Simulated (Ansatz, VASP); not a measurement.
## BN: VASP beside Ansatz

Aim: how closely do two programs agree when they are given the same cell, functional and k mesh? The cell is taken from a series of VASP runs on this material, whose earlier steps may have relaxed, scaled or displaced it; both programs get it as it stands.

Program: Ansatz 0.2.0. Level of theory: plane waves, with VASP 6.6.1 beside it; relaxation of cell and atoms at LDA. Results are calculated unless marked as measured.

**1. Starting point**

Symmetry: F-43m, No. 216, cubic system. Conventional cell: a = 3.583 Å, b = 3.583 Å, c = 3.583 Å, α = 90.00°, β = 90.00°, γ = 90.00°. Nearest to B lie 4 N at 1.55 Å. Nearest to N lie 4 B at 1.55 Å. Farther neighbours and most contacts between anions are not listed.

**2. Ansatz: relaxation of cell and atoms, LDA**

Ansatz runs on its default PAW (the set named soft_2) files.

The relaxed volume is the usual yardstick between codes: its relative difference is about their pressure difference at one cell divided by the bulk modulus.

File input.yaml:

```yaml
crystal:
  lattice:
    - [0.0, 1.7913124886, 1.7913124886]
    - [1.7913124886, 0.0, 1.7913124886]
    - [1.7913124886, 1.7913124886, 0.0]
  atoms:
    - { symbol: B, position: [0.0, 0.0, 0.0] }
    - { symbol: "N", position: [0.25, 0.25, 0.25] }
hamiltonian:
  xc: lda
  pseudopotentials: { kind: paw }
kpoints:
  mp_grid: { grid: [14, 14, 14] }
scf:
  occupations: { method: gaussian, width: 0.02 }
relax:
  f_tol: 0.01
  max_steps: 60
  cell: { stress_tol: 0.05 }
output:
  forces: true
  stress: true
```

The run is started by

```console
ansatz run input.yaml --threads 4 --pin off --max-ram 9216MiB --backend cpu --events-out ev --progress --plain --runs-dir out
```

Numbers of over 12 decimals in the logs are rounded to 6 here.

Log:

```text
Engine: ansatz 0.2.0, aarch64-unknown-linux-gnu
Pseudopotentials: kind: paw
Pseudopotential: B, paw, valence charge 3, recommended cutoff 420 eV (normal), B.paw.azcp
Pseudopotential: N, paw, valence charge 5, recommended cutoff 420 eV (normal), N.paw.azcp
Functional definition: SPW92
  exchange = slater_x
  correlation = pw_c
Crystal: 2 atoms, lattice volume = 11.496 Å³
Basis set: ecut = 420 eV, 229 PW (Γ)
Bands: 8, of which v1, the nominal top of the filled ones, is band 4 counted from 1 (3 counted from 0)
Symmetry: 24 space group operations
Space group: F-43m (ITA 216), of the structure as read, at distance tolerance 2.3e-5 Å
k-points: 104 of 2744 (time reversal used)
Non-local potential: B, projectors of the file, l = 0: 2, l = 1: 2, l = 2: 1
Non-local potential: N, projectors of the file, l = 0: 2, l = 1: 2, l = 2: 1
PAW form: soft (Blöchl's): semilocal exchange-correlation on the pseudo side does not see the compensation charge
PAW frozen core: B, regenerated for the run's functional, and the local potential with it (the file was generated under x = pbe(κ = 0.804, μ = 0.219515), c = pbe(β = 0.066725))
PAW frozen core: N, regenerated for the run's functional, and the local potential with it (the file was generated under x = pbe(κ = 0.804, μ = 0.219515), c = pbe(β = 0.066725))
PAW one-centre angular grid: B, 110 points (default); XC on 64 Gauss nodes
PAW one-centre angular grid: N, 110 points (default); XC on 64 Gauss nodes
Initial density: superposition of atomic densities (neutral atoms: chi_scale 0, normalization atom), corrected by the library's trained network
Initial wavefunctions: pseudopotential atomic-orbital guess
Functional: x = slater, c = lda
SCF iter   1: F=—  HF=-526.470332 eV  |F-HF|=—  |Δ(HF+E_count)|=         —  Δρ=7.89e-3  dr2=5.24e-3  ethr=1.77e-3  ⟨swp⟩=4.8  Hψ=5361  notcnv=0
preconditioner: auto → none  [insulator: Δε(μ)=4.328 eV  Ē_g=20.203 eV  σ=0.020 eV  W_gap=1.00  n_scr=0 (ndim 8)  ℏωp=31.0 eV  f_vac=0.000  D(μ)=0.00/eV (n_scr^D=0)  ε∞_Penn≈3.4]
SCF iter   2: F=—  HF=-526.468872 eV  |F-HF|=—  |Δ(HF+E_count)|=   1.46e-3  Δρ=3.29e-3  dr2=4.54e-4  ethr=6.55e-5  ⟨swp⟩=2.1  Hψ=2124  notcnv=0
SCF iter   3: F=—  HF=-526.468731 eV  |F-HF|=—  |Δ(HF+E_count)|=   1.41e-4  Δρ=1.39e-3  dr2=7.18e-5  ethr=5.68e-6  ⟨swp⟩=2.8  Hψ=1408  notcnv=0
SCF iter   4: F=—  HF=-526.468711 eV  |F-HF|=—  |Δ(HF+E_count)|=   2.05e-5  Δρ=2.96e-4  dr2=3.22e-6  ethr=8.97e-7  ⟨swp⟩=1.0  Hψ=832  notcnv=0
iter 5 did not close the SCF: its close was put off for the readings that it lacked (scf_convergence_deferred on its scf_iter line)
SCF iter   5: F=-526.468710 eV  HF=-526.468710 eV  |F-HF|=8.16e-9  |Δ(HF+E_count)|=   8.49e-7  Δρ=2.78e-5  dr2=3.25e-8  ethr=4.02e-8  ⟨swp⟩=1.1  Hψ=873  notcnv=0
SCF iter   6: F=-526.468710 eV  HF=-526.468710 eV  |F-HF|=1.14e-13  |Δ(HF+E_count)|=   3.66e-9  Δρ=1.57e-6  dr2=5.98e-11  ethr=4.07e-10  ⟨swp⟩=2.0  Hψ=2691  notcnv=0
SCF 1 converged in 6 iterations: F = -526.468710 eV  dr2 = 5.98e-11
  greatest PAW one-centre occupation: 0.782 electrons in one spin orbital (limit 2), on the N atom at site 1 (counted from 0), in its partial waves of l = 0
relax step   1: F+E_penalty+E_count = -526.46871002 eV  Δ(F+E_penalty+E_count) = +0.000e0 eV  max|allowed force component| = 3.654e-16 eV/Å  Δτ_max = 0.0000 Å  P = -0.705 GPa  Ω = 11.496 Å³  (6 SCF iters, dr2 threshold 1.00e-7 eV, accepted)
[...]
relax step   2: F+E_penalty+E_count = -526.46884089 eV  Δ(F+E_penalty+E_count) = -1.309e-4 eV  max|allowed force component| = 1.122e-16 eV/Å  Δτ_max = 0.0000 Å  P = -0.297 GPa  Ω = 11.484 Å³  energy of the carried Pulay correction = +9.524e-5 eV  (3 SCF iters, dr2 threshold 2.00e-7 eV, accepted)
[...]
relax step   3: F+E_penalty+E_count = -526.46891742 eV  Δ(F+E_penalty+E_count) = -7.653e-5 eV  max|allowed force component| = 1.342e-16 eV/Å  Δτ_max = 0.0000 Å  P = +0.004 GPa  Ω = 11.476 Å³  energy of the carried Pulay correction = +1.644e-4 eV  (3 SCF iters, dr2 threshold 2.00e-7 eV, accepted)
[...]
relax step   4: F+E_penalty+E_count = -526.46870271 eV  Δ(F+E_penalty+E_count) = +2.147e-4 eV  max|allowed force component| = 1.527e-16 eV/Å  Δτ_max = 0.0000 Å  P = -0.016 GPa  Ω = 11.476 Å³  stress off target by 1.60e-2 GPa  SCF on the basis re-selected at this cell (its energy is not comparable with the rows above)  (4 SCF iters)
basis re-selected at this cell: Δ(F+E_penalty+E_count) = +2.147e-4 eV, ΔP = -0.020 GPa vs the last step (what re-selecting the basis moved, of the pressure what is left beyond the Pulay correction that the steps carried, after the strain that the cell walked since its last selection, with what the two solves' SCF thresholds leave and, on support functions, any second-order correction that the steps lacked; it is no m [...]
SCF converged after 4 iterations
Free energy (F): -526.468703 eV
Harris-Foulkes:  -526.468703 eV  (|F-HF|=9.09e-13)
Internal energy: -526.468703 eV  (E = F + TS)
E sigma→0 (E₀):  -526.468703 eV
Fermi energy:    13.588336 eV
--- Per-component energies (eV) ---
  E_band       = 27.368424
  E_kinetic    = 186.869457
  E_local      = -173.758575  (includes V_loc(G=0)·N_el)
  E_nonlocal   = 58.776730
  E_hartree    = 47.869377
  E_xc         = -92.987605
  E_vxc        = -116.098846  (∫ρ·V_xc dr)
  E_paw        = -191.533322  (= ΣΔE_a)
  E_vpaw       = -24.159204  (= ΣTr[D̂ρ^β])
  E_aug_tail   = 0.000098  (compensation charges beyond the density's cutoff)
  E_ewald      = -361.830742
  E_core_change = 0.125878  (= ΣΔE_core)
  E_smearing   = -0.000000  (= −TS)
  E_closure    = 0.000000  (closes the sum)
  Σ components = -526.468703   (vs F -526.468703, Δ=0.00e0)
--- Forces (eV/Å), atoms counted from 1 ---
  atom   1  B      0.00000000    -0.00000000    -0.00000000
  atom   2  N     -0.00000000    -0.00000000    -0.00000000
  max |Σ_I F_I| component: 3.98e-16 eV/Å
--- Stress (GPa, compression-positive) ---
       -0.016027       0.000000       0.000000
        0.000000      -0.016027       0.000000
        0.000000       0.000000      -0.016027
  P = ⅓ Tr σ = -0.0160 GPa (-0.160 kbar)
--- Relaxed structure (3 steps of the walk, 3 accepted, 1 SCFs on fresh bases) ---
  F+E_penalty+E_count = -526.46870271 eV   max|allowed force component| = 1.527e-16 eV/Å   (the final SCF, on the basis selected at the relaxed cell)
  cell:  # Å, volume = 11.4762 Å³
    - [0, 1.790285, 1.790285]
    - [1.790285, 0, 1.790285]
    - [1.790285, 1.790285, 0]
  atoms:
    - { symbol: B, position: [0, 0, 0] }
    - { symbol: N, position: [0.250000, 0.250000, 0.250000] }
```

Wall time 2.9 s (4 threads of Arm Neoverse V1, shared host); peak memory 0.28 GiB; 4.4 s of CPU time.

**3. VASP: relaxation of cell and atoms, LDA**

The same cell, functional (in two slightly different forms), mesh and smearing now go to VASP, with its own data sets and cutoff.

Lines of VASP's logs that name or quote its potential files are left out, and so is its time.

File INCAR:

```
SYSTEM = BN
PREC = Accurate
ENCUT = 600
EDIFF = 1E-07
NELM = 120
ISMEAR = 0
SIGMA = 0.02
LREAL = .FALSE.
ALGO = Normal
GGA = CA
NBANDS = 10
LASPH = .TRUE.
LORBIT = 11
LWAVE = .FALSE.
LCHARG = .FALSE.
KPAR = 8
IBRION = 2
NSW = 40
ISIF = 3
EDIFFG = -0.005
POTIM = 0.4
```

File POSCAR:

```
BN
1.0
    0.0000000000      1.7913124886      1.7913124886
    1.7913124886      0.0000000000      1.7913124886
    1.7913124886      1.7913124886      0.0000000000
B N
1 1
Direct
    0.0000000000      0.0000000000      0.0000000000
    0.2500000000      0.2500000000      0.2500000000
```

File KPOINTS:

```
Automatic mesh
0
Gamma
14 14 14
0 0 0
```

The projector-augmented-wave data sets are B and N (LDA family, release 64).

The run is started by

```console
mpirun -np 8 vasp_std
```

Log:

```text
[banner, memory and clock lines left out]
running    8 mpi-ranks, on    1 nodes
 distrk:  each k-point on    1 cores,    8 groups
 distr:  one band on    1 cores,    1 groups

 POSCAR found type information on POSCAR B N
 POSCAR found :  2 types and       2 ions
|                                                                             |
|           W    W    AA    RRRRR   N    N  II  N    N   GGGG   !!!           |
|           W    W   A  A   R    R  NN   N  II  NN   N  G    G  !!!           |
|           W    W  A    A  R    R  N N  N  II  N N  N  G       !!!           |
|           W WW W  AAAAAA  RRRRR   N  N N  II  N  N N  G  GGG   !            |
|           WW  WW  A    A  R   R   N   NN  II  N   NN  G    G                |
|           W    W  A    A  R    R  N    N  II  N    N   GGGG   !!!           |
|                                                                             |
|     For optimal performance we recommend to set                             |
|       NCORE = 2 up to number-of-cores-per-socket                            |
|     NCORE specifies how many cores store one orbital (NPAR=cpu/NCORE).      |
|     This setting can greatly improve the performance of VASP for DFT.       |
|     The default, NCORE=1 might be grossly inefficient on modern             |
|     multi-core architectures or massively parallel machines. Do your        |
|     Unfortunately you need to use the default for GW and RPA                |
|     calculations (for HF NCORE is supported but not extensively tested      |
|     yet).                                                                   |
|                                                                             |

 LDA part: xc-table for (Slater(with rela. corr.)+CA(PZ))
 , standard interpolation
 POSCAR, INCAR and KPOINTS ok, starting setup
 FFT: planning ... GRIDC
 FFT: planning ... GRID_SOFT
 FFT: planning ... GRID
 WAVECAR not read
 entering main loop
       N       E                     dE             d eps       ncg     rms          rms(c)
DAV:   1     0.109638735813E+02    0.10964E+02   -0.55379E+03  2114   0.887E+02
DAV:   2    -0.201365324263E+02   -0.31100E+02   -0.30342E+02  2490   0.172E+02
DAV:   3    -0.205964892827E+02   -0.45996E+00   -0.45904E+00  2446   0.185E+01
DAV:   4    -0.205971144821E+02   -0.62520E-03   -0.62518E-03  2254   0.767E-01
DAV:   5    -0.205971150400E+02   -0.55790E-06   -0.55791E-06  2350   0.240E-02    0.664E+00
DAV:   6    -0.195673197934E+02    0.10298E+01   -0.33292E+00  2118   0.113E+01    0.315E+00
DAV:   7    -0.194489646247E+02    0.11836E+00   -0.98978E-02  2282   0.273E+00    0.179E+00
DAV:   8    -0.194165771944E+02    0.32387E-01   -0.50187E-02  2334   0.160E+00    0.187E-01
DAV:   9    -0.194164262310E+02    0.15096E-03   -0.86571E-04  2258   0.280E-01    0.815E-02
DAV:  10    -0.194164105011E+02    0.15730E-04   -0.44267E-05  2334   0.673E-02    0.138E-02
DAV:  11    -0.194164109778E+02   -0.47672E-06   -0.17733E-06  2318   0.968E-03    0.613E-03
DAV:  12    -0.194164109081E+02    0.69725E-07   -0.50014E-07  2238   0.445E-03
   1 F= -.19416411E+02 E0= -.19416411E+02  d E =-.194164E+02
 curvature:   0.00 expect dE= 0.000E+00 dE for cont linesearch  0.000E+00
 trial: gam= 0.00000 g(F)=  0.374E-47 g(S)=  0.234E-06 ort = 0.000E+00 (trialstep = 0.100E+01)
 search vector abs. value=  0.234E-06
 reached required accuracy - stopping structural energy minimisation
```

Parts of OUTCAR (step 3):

```text
ion  position               nearest neighbor table
   1  0.000  0.000  0.000-   2 1.55   2 1.55   2 1.55   2 1.55
   2  0.250  0.250  0.250-   1 1.55   1 1.55   1 1.55   1 1.55

  LATTYP: Found a face centered cubic cell.
 ALAT       =     3.5826249772

 Subroutine GETGRP returns: Found 24 space group operations
 (whereof 24 operations were pure point group operations)

The static configuration has the point symmetry T_d .

 Found    104 irreducible k-points:

   k-points           NKPTS =    104   k-points in BZ     NKDIM =    104   number of bands    NBANDS=     10

   dimension x,y,z NGX =    20 NGY =   20 NGZ =   20
   dimension x,y,z NGXF=    40 NGYF=   40 NGZF=   40

   ENCUT  =  600.0 eV  44.10 Ry    6.64 a.u.   5.06  5.06  5.06*2*pi/ulx,y,z

   NELECT =       8.0000    total number of electrons

 k-points in reciprocal lattice and weights: Automatic mesh
   0.00000000  0.00000000  0.00000000       0.000
   0.07142857  0.00000000  0.00000000       0.003
   0.14285714  0.00000000  0.00000000       0.003
   0.21428571  0.00000000  0.00000000       0.003
   0.28571429  0.00000000  0.00000000       0.003
   0.35714286  0.00000000  0.00000000       0.003
   0.42857143  0.00000000  0.00000000       0.003
   0.50000000  0.00000000  0.00000000       0.001
   0.07142857  0.07142857  0.00000000       0.002
[...]
-0.28571429  0.42857143  0.21428571       0.009
  -0.28571429  0.50000000  0.21428571       0.004

 average (electrostatic) potential at core
       1 -29.1965       2 -59.7935

 E-fermi :   7.8891

 k-point     1 :       0.0000    0.0000    0.0000
  band No.  band energies     occupation
      1     -12.6484      2.00000
      2       7.7297      2.00000
      3       7.7297      2.00000
      4       7.7297      2.00000
      5      16.5402      0.00000
      6      16.5402      0.00000
      7      16.5402      0.00000
      8      18.6115      0.00000
      9      32.7325      0.00000
    ...

 k-point     2 :       0.0714    0.0000    0.0000
  band No.  band energies     occupation
      1     -12.5210      2.00000
      2       7.0376      2.00000
      3       7.5897      2.00000
      4       7.5897      2.00000
      5      16.7481      0.00000
      6      16.7517      0.00000
      7      16.7517      0.00000
      8      18.9929      0.00000
      9      32.4926      0.00000
    ...

 k-point     3 :       0.1429    0.0000    0.0000
  band No.  band energies     occupation
      1     -12.1420      2.00000
      2       5.3537      2.00000
      3       7.2323      2.00000
      4       7.2323      2.00000
      5      17.1173      0.00000
      6      17.2756      0.00000
      7      17.2756      0.00000
      8      19.9699      0.00000
      9      31.9227      0.00000
    ...

  Total        0.0020121      0.0020121      0.0020121     -0.0000000      0.0000000      0.0000000
  in kB        0.2804313      0.2804313      0.2804313     -0.0000000      0.0000000      0.0000000
  external PRESSURE =       0.2804313 kB  Pullay stress =       0.0000000 kB

  energy-cutoff  :      600.00
  volume of cell :       11.50
      direct lattice vectors                 reciprocal lattice vectors
     0.000000000  1.791312489  1.791312489    -0.279124945  0.279124945  0.279124945
     1.791312489  0.000000000  1.791312489     0.279124945 -0.279124945  0.279124945
     1.791312489  1.791312489  0.000000000     0.279124945  0.279124945 -0.279124945

 POSITION                                       TOTAL-FORCE (eV/Angst)
 -----------------------------------------------------------------------------------
      0.00000      0.00000      0.00000        -0.000000     -0.000000     -0.000000
      0.89566      0.89566      0.89566         0.000000      0.000000      0.000000
 -----------------------------------------------------------------------------------
    total drift:                               -0.000000     -0.000000     -0.000000

  FREE ENERGIE OF THE ION-ELECTRON SYSTEM (eV)
  ---------------------------------------------------
  free  energy   TOTEN  =       -19.4164109081 eV

  energy  without entropy=      -19.4164109081  energy(sigma->0) =      -19.41641091

 reached required accuracy - stopping structural energy minimisation

 total charge
# of ion       s       p       d       tot
------------------------------------------
    1        0.682   1.411   0.000   2.093
    2        1.200   2.759   0.000   3.958
--------------------------------------------------
tot          1.882   4.170   0.000   6.051

[... 3 further parts left out ...]
```

The run keeps the 24 symmetry operations of its start, so it cannot find a distortion of lower symmetry.

**4. Side by side**

Known differences besides the potentials themselves: the two LDA forms differ slightly; both relaxations stop at a tolerance, which leaves soft axes loose, and VASP keeps its plane-wave basis; the cutoff is 420 eV in Ansatz and 600 eV in VASP; VASP's log shows a relativistic correction to its local exchange, Ansatz's none; Ansatz adds a Pulay correction to the stress that steers its cell, VASP none. Total energies have different zeros and are not compared.

The two programs side by side:

| quantity | Ansatz | VASP | difference |
| --- | --- | --- | --- |
| volume (Å³) | 11.48 | 11.50 | -0.17 % |
| edge a after relaxation, in the typed setting (Å) | 2.532 | 2.533 | -0.06 % |

The walks stopped with -0.02 GPa left in Ansatz and 0.03 GPa in VASP; each walk ends within a tolerance, so the volume difference is uncertain by about these residues over the bulk modulus, most in soft cells.

**5. Results**

```json
{
 "difference in volume (relaxation of cell and atoms, LDA)": "-0.17 %"
}
```

In words: The difference in volume is -0.17 % (relaxation of cell and atoms, LDA), within the 1.2 % picked in this series as the mark of a large difference, as far as the stopping tolerances let one tell. Such differences can come from data sets, numerical settings and the points named under the comparisons, not from the functional's error against experiment.

[Lines on the potential files, build, host, timing and source positions are cut from VASP's logs without a mark.]

[Logs are printed without paths, hosts, clocks, repeated set-up lines and the standing remarks that a program may print on its own settings, such as how far it seeks lower states.]

[Hosts, paths, dates, database ids (printed as entryN), source tags and the programs' standing remarks are cut or masked in the printed files.]
